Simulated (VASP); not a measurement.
# S in VASP: a series of runs

One molecule, S, is run at these levels: PBE+D3(BJ), PBE, RPBE, RPBE+D3(BJ); tasks: relaxation of the atoms, single point.

Everything below comes from runs of VASP 6.6.1. Logs are shortened: lines on timing, memory, paths and dates and some standing lists are left out, and cuts for length are marked.

## (1) The molecule as given

The cell holds a molecule in a box, 1 atom: a = 10.500 Å, b = 11.000 Å, c = 11.500 Å, α = 90.00°, β = 90.00°, γ = 90.00°.

## (2) Relaxation of the atoms, PBE+D3(BJ), collinear spin, ferromagnetic start

INCAR reads:

```
SYSTEM = S
ALGO = Normal
EDIFF = 1E-6
EDIFFG = -0.03
ENCUT = 400
GGA = PE
IBRION = 2
ISIF = 2
ISMEAR = 0
ISPIN = 2
ISYM = 0
IVDW = 12
LASPH = .TRUE.
LCHARG = .FALSE.
LORBIT = 11
LREAL = .FALSE.
LWAVE = .FALSE.
MAGMOM = 2.1
NELM = 60
NSW = 120
NUPDOWN = 2
PREC = Accurate
SIGMA = 0.01
```

KPOINTS reads:

```
k-points
0
G
  1 1 1
  0 0 0
```

POSCAR reads:

```
S
1.0
   10.5000000000      0.0000000000      0.0000000000
    0.0000000000     11.0000000000      0.0000000000
    0.0000000000      0.0000000000     11.5000000000
S
1
Selective dynamics
Direct
    0.5000000000      0.5045454545      0.5000000000  F F F
```

Potentials or basis: VASP PAW PBE potentials, release 64 (S).

Run with:

```bash
$ cat potpaw_PBE.64/S/POTCAR > POTCAR
$ mpirun -np 1 vasp_gam > vasp.out
```

OUTCAR:

```text
SYSTEM = S
   EDIFF = 1E-6
   EDIFFG = -0.03
   ENCUT = 400
   GGA = PE
   IBRION = 2
   ISIF = 2
   ISMEAR = 0
   ISPIN = 2
   ISYM = 0
   IVDW = 12
   LASPH = .TRUE.
   LORBIT = 11
   LREAL = .FALSE.
   NELM = 60
   NSW = 120
   NUPDOWN = 2
   PREC = Accurate
 IVDW          = 12

 ion  position               nearest neighbor table
   1  0.500  0.505  0.500-

IMPORTANT INFORMATION: All symmetrisations will be switched off!
NOSYMM: (Re-)initialisation of all symmetry stuff for point group C_1.

----------------------------------------------------------------------------------------

                                     Primitive cell

  volume of cell :    1328.2500

  direct lattice vectors                    reciprocal lattice vectors
    10.500000000  0.000000000  0.000000000     0.095238095  0.000000000  0.000000000
     0.000000000 11.000000000  0.000000000     0.000000000  0.090909091  0.000000000
     0.000000000  0.000000000 11.500000000     0.000000000  0.000000000  0.086956522

  length of vectors
    10.500000000 11.000000000 11.500000000     0.095238095  0.090909091  0.086956522

  position of ions in fractional coordinates (direct lattice)
     0.500000000  0.504545454  0.500000000

  ion indices of the primitive-cell ions
   primitive index   ion index
                 1           1

----------------------------------------------------------------------------------------

 KPOINTS: k-points

Automatic generation of k-mesh.
 Grid dimensions read from file:
 generate k-points for:    1    1    1

 Generating k-lattice:

  Cartesian coordinates                     Fractional coordinates (reciprocal lattice)
     0.095238095  0.000000000  0.000000000     1.000000000  0.000000000  0.000000000
     0.000000000  0.090909091  0.000000000     0.000000000  1.000000000  0.000000000
     0.000000000  0.000000000  0.086956522     0.000000000  0.000000000  1.000000000

  Length of vectors
     0.095238095  0.090909091  0.086956522

  Shift w.r.t. Gamma in fractional coordinates (k-lattice)
     0.000000000  0.000000000  0.000000000

 Subroutine IBZKPT returns following result:
 ===========================================

 Found      1 irreducible k-points:

 Following reciprocal coordinates:
            Coordinates               Weight
  0.000000  0.000000  0.000000      1.000000
   k-points           NKPTS =      1   k-points in BZ     NKDIM =      1   number of bands    NBANDS=      8
   number of dos      NEDOS =    301   number of ions     NIONS =      1
   total plane-waves  NPLWV = 403200
   dimension x,y,z NGX =    70 NGY =   72 NGZ =   80
   dimension x,y,z NGXF=   140 NGYF=  144 NGZF=  160
   ions per type =               1
   NGX,Y,Z   is equivalent  to a cutoff of  11.08, 10.88, 11.56 a.u.
   NGXF,Y,Z  is equivalent  to a cutoff of  22.17, 21.76, 23.13 a.u.
 SYSTEM =  S
   PREC   = accura    normal or accurate (medium, high low for compatibility)
   ISTART =      0    job   : 0-new  1-cont  2-samecut
   ICHARG =      2    charge: 1-file 2-atom 10-const
   ISPIN  =      2    spin polarized calculation?
   LNONCOLLINEAR =      F non collinear calculations
   LSORBIT =      F    spin-orbit coupling
   LASPH  =      T    aspherical Exc in radial PAW
   ENCUT  =  400.0 eV  29.40 Ry    5.42 a.u.  17.12 17.94 18.75*2*pi/ulx,y,z
   NELM   =     60;   NELMIN=  2; NELMDL= -5     # of ELM steps
   EDIFF  = 0.1E-05   stopping-criterion for ELM
   LREAL  =      F    real-space projection
   EDIFFG = -.3E-01   stopping-criterion for IOM
   NSW    =    120    number of steps for IOM
   IBRION =      2    ionic relax: 0-MD 1-quasi-New 2-CG
   NFREE  =      1    steps in history (QN), initial steepest desc. (CG)
   ISIF   =      2    stress and relaxation
   ISYM   =      0    0-nonsym 1-usesym 2-fastsym
   POTIM  = 0.5000    time-step for ionic-motion
   TEBEG  =    0.0;   TEEND  =   0.0 temperature during run
   PSTRESS=    0.0 pullay stress
   NELECT =       6.0000    total number of electrons
   NUPDOWN=       2.0000    fix difference up-down
   EMIN   =  10.00;   EMAX   =-10.00  energy-range for DOS
   EFERMI =   0.00;   METHOD = LEGACY
   ISMEAR =     0;   SIGMA  =   0.01  broadening in eV -4-tet -1-fermi 0-gaus
   EFERMI_NEDOS =   21; number of points for ismear=-14 and -15
   IALGO  =     38    algorithm
   IMIX   =      4    mixing-type and parameters
     AMIX     =   0.40;   BMIX     =  1.00
     AMIX_MAG =   1.60;   BMIX_MAG =  1.00
  volume/ion in A,a.u.               =    1328.25      8963.47
  Fermi-wavevector in a.u.,A,eV,Ry     =   0.270623  0.511404  0.996450  0.073237
  Thomas-Fermi vector in A             =   1.109268
   LORBIT       =     11    0 simple, 1 ext, 2 COOP (PROOUT), +10 PAW based schemes
   GGA     = PE    functional components
   LHFCALC =     F    Hartree Fock is set to
   AEXX    =    0.0000 exact exchange contribution
   IVDW    =    12    specifies the selected vdW correction
   LEPSILON=     F    determine dielectric tensor
   LRPA    =     F    only Hartree local field effects (RPA)
 conjugate gradient relaxation of ions
 spin polarized calculation
 Gauss-broadening in eV      SIGMA  =   0.01
  energy-cutoff  :      400.00
  volume of cell :     1328.25
 maximum number of plane-waves:     12033
 NGX is ok and might be reduce to    70
   NGX = 35   NGY = 35   NGZ = 37

 number of electron       6.0000000 magnetization       2.0000141

 Free energy of the ion-electron system (eV)
  ---------------------------------------------------
  ext. energy  EPLUGINS =         0.00000000
  ---------------------------------------------------
  free energy    TOTEN  =        -0.87793658 eV

  energy without entropy =       -0.87022346  energy(sigma->0) =       -0.87408002

 E-fermi :  -5.8183     XC(G=0):  -0.5582

 val. band max:       -7.5361178750   @ k =   0.0000   0.0000   0.0000
 cond. band min:      -5.8153050312   @ k =   0.0000   0.0000   0.0000
 fundamental gap:      1.7208128438
 Fermi energy:        -7.4827483629

 spin component 1

 k-point     1 :       0.0000    0.0000    0.0000
  band No.  band energies     occupation
      1     -17.8447      1.00000
      2      -7.5363      1.00000
      3      -7.5362      1.00000
      4      -7.5361      1.00000
      5      -0.4734      0.00000
      6       0.8019      0.00000
      7       0.8119      0.00000
      8       0.9007      0.00000
 Fermi energy:        -5.8183458789

 spin component 2

 k-point     1 :       0.0000    0.0000    0.0000
  band No.  band energies     occupation
      1     -15.9725      1.00000
      2      -5.8153      0.33358
      3      -5.8153      0.33351
      4      -5.8153      0.33291
      5      -0.2966      0.00000
      6       0.9187      0.00000
      7       0.9421      0.00000
      8       1.0439      0.00000

------------------------ aborting loop because EDIFF is reached ----------------------------------------

 Edisp (eV)   -0.00021

 E8    (eV) :    -0.0000

  FORCE on cell =-STRESS in cart. coord.  units (eV):
  Direction    XX          YY          ZZ          XY          YZ          ZX
  --------------------------------------------------------------------------------------
  -------------------------------------------------------------------------------------
  Total      -0.00463    -0.00788    -0.00871    -0.00005     0.00013     0.00027
  in kB      -0.00558    -0.00951    -0.01051    -0.00006     0.00016     0.00033
  external pressure =       -0.01 kB  Pullay stress =        0.00 kB

 VOLUME and BASIS-vectors are now :
 -----------------------------------------------------------------------------
  energy-cutoff  :      400.00
  volume of cell :     1328.25
      direct lattice vectors                 reciprocal lattice vectors
    10.500000000  0.000000000  0.000000000     0.095238095  0.000000000  0.000000000
     0.000000000 11.000000000  0.000000000     0.000000000  0.090909091  0.000000000
     0.000000000  0.000000000 11.500000000     0.000000000  0.000000000  0.086956522

 POSITION                                       TOTAL-FORCE (eV/Angst)
 -----------------------------------------------------------------------------------
      5.25000      5.55000      5.75000        -0.000000      0.000274      0.000000
 -----------------------------------------------------------------------------------
    total drift:                               -0.000000      0.000274      0.000000

  FREE ENERGIE OF THE ION-ELECTRON SYSTEM (eV)
  ---------------------------------------------------
  free  energy   TOTEN  =        -0.8781439542 eV

  energy  without entropy=       -0.8704308408  energy(sigma->0) =       -0.87428740

 reached required accuracy - stopping structural energy minimisation

 total charge

# of ion       s       p       d       tot
------------------------------------------
    1        1.400   2.093   0.000   3.493

 magnetization (x)

# of ion       s       p       d       tot
------------------------------------------
    1        0.024   1.092   0.000   1.116
```

It took 92 s on 1 thread of Intel Xeon 6975P-C (Granite Rapids), shared host; peak memory 1 GiB.

What came out:

```
Free energy                                           : -0.8781 eV
Net moment                                            : 2.00 μB per cell
Site moments                                          : S +1.12 μB
Valence electrons inside the program's atomic spheres : S 3.49
Dispersion energy per atom                            : 0.000 eV
```

Final structure:
```
S
1.0
    10.50000    0.00000    0.00000
     0.00000   11.00000    0.00000
     0.00000    0.00000   11.50000
S
1
Direct
  0.50000 0.50455 0.50000
```

Caveat: the relaxation stopped at its first step, so nothing moved; the total moment is fixed, so each spin has its own Fermi level.

## (3) Single point, PBE, collinear spin, ferromagnetic start

INCAR reads:

```
SYSTEM = S
PREC     = Accurate       ! precision mode
ENCUT    = 400            ! plane-wave cutoff, eV
EDIFF    = 1E-6           ! SCF threshold, eV
ISMEAR   = 0              ! smearing method
SIGMA    = 0.01           ! smearing width, eV
LREAL    = .False.        ! projectors in reciprocal space
LASPH    = .True.         ! aspherical terms in the spheres
NELM     = 60             ! most SCF steps
ALGO     = Normal         ! electronic algorithm
ISIF     = 2              ! what is computed and relaxed
LWAVE    = .False.        ! write WAVECAR
LCHARG   = .False.        ! write CHGCAR
ISPIN    = 2              ! spin polarisation
MAGMOM   = 2.1            ! initial moments
LORBIT   = 11             ! projections on sites
NUPDOWN  = 2              ! fixed moment
GGA      = PE             ! functional
NBANDS   = 13             ! bands
ISYM     = 0
```

KPOINTS reads:

```
regular mesh
0
Gamma
  1 1 1
  0 0 0
```

POSCAR reads:

```
S                                       
1.0
   10.5000000000      0.0000000000      0.0000000000
    0.0000000000     11.0000000000      0.0000000000
    0.0000000000      0.0000000000     11.5000000000
  S             
     1
Selective dynamics
Direct
     0.5000000000000000    0.5045454544999970    0.5000000000000000   F   F   F
```

Potentials or basis: VASP PAW PBE potentials, release 64 (S).

Run with:

```bash
$ cat potpaw_PBE.64/S/POTCAR > POTCAR
$ mpirun -np 1 vasp_gam > vasp.out
```

It took 80 s on 1 thread of Intel Xeon 6975P-C (Granite Rapids), shared host; peak memory 1 GiB.

It converged, with:

```
Free energy                                           : -0.8779 eV
Net moment                                            : 2.00 μB per cell
Site moments                                          : S +1.12 μB
Valence electrons inside the program's atomic spheres : S 3.49
```

Caveat: the total moment is fixed, so each spin has its own Fermi level.

## (4) Single point, RPBE, collinear spin, ferromagnetic start

Changes to INCAR since step 3:

```diff
@@ -17,3 +17,3 @@
 NUPDOWN  = 2              ! fixed moment
-GGA      = PE             ! functional
+GGA      = RP             ! functional
 NBANDS   = 13             ! bands
```

KPOINTS is that of step 3.

POSCAR is that of step 3.

Run with:

```bash
$ cat potpaw_PBE.64/S/POTCAR > POTCAR
$ mpirun -np 1 vasp_gam > vasp.out
```

Run time: 86 s. Hardware: 1 thread of Intel Xeon 6975P-C (Granite Rapids), shared host; peak memory 1 GiB.

The run converged. Its results:

```
Free energy                                           : -0.8988 eV
Net moment                                            : 2.00 μB per cell
Site moments                                          : S +1.12 μB
Valence electrons inside the program's atomic spheres : S 3.50
```

Caveat: the PAW data sets were made with another functional, which shifts forces and pressure a little; the total moment is fixed, so each spin has its own Fermi level.

## (5) Single point, RPBE+D3(BJ), collinear spin, ferromagnetic start

Changes to INCAR since step 4:

```diff
@@ -18,2 +18,3 @@
 GGA      = RP             ! functional
+IVDW     = 12             ! dispersion correction
 NBANDS   = 13             ! bands
```

KPOINTS is that of step 4.

POSCAR is that of step 4.

Potentials or basis: VASP PAW PBE potentials, release 64 (S).

Run with:

```bash
$ cat potpaw_PBE.64/S/POTCAR > POTCAR
$ mpirun -np 1 vasp_gam > vasp.out
```

OUTCAR:

```text
SYSTEM = S
   PREC = Accurate
   ENCUT = 400
   EDIFF = 1E-6
   ISMEAR = 0
   LREAL = .False.
   LASPH = .True.
   NELM = 60
   ISIF = 2
   ISPIN = 2
   LORBIT = 11
   NUPDOWN = 2
   GGA = RP
   IVDW = 12
   ISYM = 0
 IVDW          = 12

 ion  position               nearest neighbor table
   1  0.500  0.505  0.500-

IMPORTANT INFORMATION: All symmetrisations will be switched off!
NOSYMM: (Re-)initialisation of all symmetry stuff for point group C_1.

----------------------------------------------------------------------------------------

                                     Primitive cell

  volume of cell :    1328.2500

  direct lattice vectors                    reciprocal lattice vectors
    10.500000000  0.000000000  0.000000000     0.095238095  0.000000000  0.000000000
     0.000000000 11.000000000  0.000000000     0.000000000  0.090909091  0.000000000
     0.000000000  0.000000000 11.500000000     0.000000000  0.000000000  0.086956522

  length of vectors
    10.500000000 11.000000000 11.500000000     0.095238095  0.090909091  0.086956522

  position of ions in fractional coordinates (direct lattice)
     0.500000000  0.504545454  0.500000000

  ion indices of the primitive-cell ions
   primitive index   ion index
                 1           1

----------------------------------------------------------------------------------------

 KPOINTS: regular mesh

Automatic generation of k-mesh.
 Grid dimensions read from file:
 generate k-points for:    1    1    1

 Generating k-lattice:

  Cartesian coordinates                     Fractional coordinates (reciprocal lattice)
     0.095238095  0.000000000  0.000000000     1.000000000  0.000000000  0.000000000
     0.000000000  0.090909091  0.000000000     0.000000000  1.000000000  0.000000000
     0.000000000  0.000000000  0.086956522     0.000000000  0.000000000  1.000000000

  Length of vectors
     0.095238095  0.090909091  0.086956522

[... 69 lines left out ...]

 Free energy of the ion-electron system (eV)
  ---------------------------------------------------
  ext. energy  EPLUGINS =         0.00000000
  ---------------------------------------------------
  free energy    TOTEN  =        -0.89884313 eV

  energy without entropy =       -0.89113003  energy(sigma->0) =       -0.89498658

 E-fermi :  -5.7776     XC(G=0):  -0.5902

 val. band max:       -7.5330766191   @ k =   0.0000   0.0000   0.0000
 cond. band min:      -5.7746092262   @ k =   0.0000   0.0000   0.0000
 fundamental gap:      1.7584673929
 Fermi energy:        -7.4843197337

 spin component 1

 k-point     1 :       0.0000    0.0000    0.0000
  band No.  band energies     occupation
      1     -17.8585      1.00000
      2      -7.5333      1.00000
      3      -7.5332      1.00000
      4      -7.5331      1.00000
      5      -0.5431      0.00000
      6       0.7482      0.00000
      7       0.7773      0.00000
      8       0.8338      0.00000
      9       0.9340      0.00000
     10       0.9699      0.00000
     11       1.0483      0.00000
     12       1.6757      0.00000
     13       1.7364      0.00000
 Fermi energy:        -5.7776461311

 spin component 2

 k-point     1 :       0.0000    0.0000    0.0000
  band No.  band energies     occupation
      1     -15.9284      1.00000
      2      -5.7746      0.33379
      3      -5.7746      0.33360
      4      -5.7746      0.33262
      5      -0.3717      0.00000
      6       0.8788      0.00000
      7       0.8839      0.00000
      8       0.9805      0.00000
      9       1.0414      0.00000
     10       1.0902      0.00000
     11       1.1394      0.00000
     12       1.8679      0.00000
     13       1.9458      0.00000

------------------------ aborting loop because EDIFF is reached ----------------------------------------

 Edisp (eV)   -0.00021

 E8    (eV) :    -0.0000

  FORCE on cell =-STRESS in cart. coord.  units (eV):
  Direction    XX          YY          ZZ          XY          YZ          ZX
  --------------------------------------------------------------------------------------
  -------------------------------------------------------------------------------------
  Total      -0.00807    -0.00880    -0.00506    -0.00039     0.00006    -0.00015
  in kB      -0.00974    -0.01061    -0.00610    -0.00047     0.00007    -0.00018
  external pressure =       -0.01 kB  Pullay stress =        0.00 kB

 VOLUME and BASIS-vectors are now :
 -----------------------------------------------------------------------------
  energy-cutoff  :      400.00
  volume of cell :     1328.25
      direct lattice vectors                 reciprocal lattice vectors
    10.500000000  0.000000000  0.000000000     0.095238095  0.000000000  0.000000000
     0.000000000 11.000000000  0.000000000     0.000000000  0.090909091  0.000000000
     0.000000000  0.000000000 11.500000000     0.000000000  0.000000000  0.086956522

 POSITION                                       TOTAL-FORCE (eV/Angst)
 -----------------------------------------------------------------------------------
      5.25000      5.55000      5.75000         0.000000      0.000274      0.000000
 -----------------------------------------------------------------------------------
    total drift:                                0.000000      0.000274      0.000000

  FREE ENERGIE OF THE ION-ELECTRON SYSTEM (eV)
  ---------------------------------------------------
  free  energy   TOTEN  =        -0.8990516223 eV

  energy  without entropy=       -0.8913385140  energy(sigma->0) =       -0.89519507

 total charge

# of ion       s       p       d       tot
------------------------------------------
    1        1.404   2.099   0.000   3.503

 magnetization (x)

# of ion       s       p       d       tot
------------------------------------------
    1        0.024   1.098   0.000   1.122
```

Run time: 89 s. Hardware: 1 thread of Intel Xeon 6975P-C (Granite Rapids), shared host; peak memory 1 GiB.

What came out:

```
Free energy                                           : -0.8991 eV
Net moment                                            : 2.00 μB per cell
Site moments                                          : S +1.12 μB
Valence electrons inside the program's atomic spheres : S 3.50
Dispersion energy per atom                            : 0.000 eV
```

Caveat: the PAW data sets were made with another functional, which shifts forces and pressure a little; the total moment is fixed, so each spin has its own Fermi level.

## (6) Overview

| task | level | cell | atoms held fixed (from 0) | moment (μB) |
| --- | --- | --- | --- | --- |
| relaxation of the atoms | PBE+D3(BJ) | atoms relaxed | [0] | 2.00 |
| single point | PBE | as given | - | 2.00 |
| single point | RPBE | as given | - | 2.00 |
| single point | RPBE+D3(BJ) | as given | - | 2.00 |

Alike in all rows: potentials or basis VASP PAW PBE potentials, release 64 (S); spin collinear, ferromagnetic start; fixed moment (μB) 2; k mesh 1 × 1 × 1; cutoff (eV) 400; smearing gaussian 0.01 eV.

Caveats: the total moment is fixed, so each spin has its own Fermi level; the PAW data sets were made with another functional, which shifts forces and pressure a little (some runs); the relaxation stopped at its first step, so nothing moved (some runs).

Absolute energies hang on the potentials; compare differences alone.
